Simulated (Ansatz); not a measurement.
Input and command of a plane-wave DFT calculation in Ansatz:

```yaml
crystal:
  lattice:
    - [3.2720590883, -2.0e-10, -3.71501e-05]
    - [-1.6360295442, 2.8336862933, 0.0]
    - [1.6359615652, 0.9445228501, 6.0740862615]
  atoms:
    - { symbol: Mo, position: [0.3333720049, 0.6666860025, 0.9999414884] }
    - { symbol: S, position: [0.5003115003, 0.2501557502, 0.2495539547] }
    - { symbol: S, position: [0.8331164947, 0.4165582473, 0.7503045569] }
basis:
  ecutwfc: 420
kpoints:
  mp_grid: { grid: [9, 9, 5] }
  band_path: { path: [VBM, CBM], npoints: 2 }
hamiltonian:
  xc: pbesol
scf:
  occupations: { method: gaussian, width: 0.02 }
output:
  forces: true
  stress: true
  eigenvalues: true
```

```bash
ansatz run input.yaml --threads 2 --pin off --max-ram 5120MiB --backend cpu --events-out ev --progress --plain --runs-dir out
```

Processor: Intel(R) Xeon(R) Platinum 8488C (Sapphire Rapids), 2 threads, on a host shared with other jobs.

Problem. Estimate time, memory and problem size.

Solution. About 12 s on 2 threads of Intel(R) Xeon(R) Platinum 8488C (Sapphire Rapids), with other jobs on the host, peak memory 0.45 GiB. It solves 17 bands at 115 k points (the mesh reduced by symmetry) with about 1113 plane waves, in 8 SCF iterations.
